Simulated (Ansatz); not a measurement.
Runs of Ansatz 0.2.0 on AlN. All rows change the cell; the cell of one of them follows. The typed cell holds 2 atoms: a = 3.075 Å, b = 3.069 Å, c = 3.093 Å, α = 59.54°, β = 61.46°, γ = 60.35°. The cell comes from a database or a generator and needn't be the stable form of this composition.

```tsv
task	level	cell	cutoff (eV)	smearing	gap on the mesh (eV)	pressure (GPa)
single point	LDA+D3(BJ)	cell strained at random at fixed volume	387	fermi-dirac 0.1 eV	3.10	(a)
single point	PBE	the cell as VASP's run set it	378	gaussian 0.02 eV	3.32	4.8
density of states	PBEsol	the cell as VASP's run set it	378	gaussian 0.05 eV	3.19	1.2
single point	PBE	the cell as VASP's run set it	378	gaussian 0.05 eV	3.32	4.8
```

Alike in all rows: potentials or basis all-electron LAPW, scalar-relativistic; no spin polarisation; k mesh 10 × 10 × 10; basis error allowed 0.001 eV/atom.

Estimate the missing entries.

(a) -7.7.

Caveats: the dispersion damping was fitted for another functional or another form of the correction (some runs).

A k mesh can miss the band edges.
